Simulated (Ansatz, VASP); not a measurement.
## Pt: VASP beside Ansatz

File INCAR:

```
ALGO = Normal
EDIFF = 1E-6
ENCUT = 520
GGA = RE
ISIF = 2
ISMEAR = -1
LASPH = True
LCHARG = True
LELF = True
LREAL = False
LVHAR = True
LWAVE = False
NBANDS = 17
NELM = 80
PREC = Accurate
SIGMA = 0.1
```

The input KPOINTS:

```
k-points
0
Gamma
  15 15 8
```

File POSCAR:

```
Pt
1.0
    2.8498542419      0.0000000000      0.0000000000
   -1.4249271210      2.4680461706      0.0000000000
    0.0000000000      0.0000000000      4.9030074564
Pt
2
Direct
    0.3333333333      0.6666666667      0.2500000000
    0.6666666667      0.3333333333      0.7500000000
```

Input for Ansatz:

```yaml
crystal:
  lattice:
    - [2.8498542419, 0.0, 0.0]
    - [-1.424927121, 2.4680461706, 0.0]
    - [0.0, 0.0, 4.9030074564]
  atoms:
    - { symbol: Pt, position: [0.3333333333, 0.6666666667, 0.25] }
    - { symbol: Pt, position: [0.6666666667, 0.3333333333, 0.75] }
hamiltonian:
  xc: revpbe
  pseudopotentials:
    kind: paw
    azcp:
      Pt: "pseudopotentials/Pt.paw.azcp"
basis:
  ecutwfc: 420
  fft_grid_basis: typed
kpoints:
  mp_grid: { grid: [15, 15, 8], shift: [0, 0, 0] }
magnetization:
  spin_polarized: false
scf:
  occupations: { method: fermi_dirac, width: 0.1 }
  lower_state_search: "off"
output:
  stress: true
  write_density: true
  write_potential: true
  elf: true
  volumetric_format: npy
```

Alike in both runs: task single point; functional revPBE; k mesh 15 × 15 × 8; occupations fermi-dirac, width 0.1 eV; no spin polarisation.

|  | VASP | Ansatz |
| --- | --- | --- |
| version | VASP 6.6.1 | Ansatz 0.2.0 |
| potentials or method | VASP PAW PBE potentials, release 64 (Pt) | plane waves (420 eV) with PAW, scalar-relativistic |
| plane-wave cutoff (eV) | 520 | 420 |
| valence electrons in the cell | 20 | 36 |

|  | VASP | Ansatz | Ansatz less VASP |
| --- | --- | --- | --- |
| pressure (GPa) | -14.5 | -14.2 | +0.35 |
| largest component of the traceless stress (GPa) | 1.00 | 1.08 | +0.080 |

The functional is the same, so the differences come from potentials, cutoffs and numerics. The two sets of potentials don't hold the same shells in valence.

Caveats: the PAW data sets were made with another functional, which shifts forces and pressure a little (VASP). Spin-orbit coupling is left out, which matters for the levels of Pt.
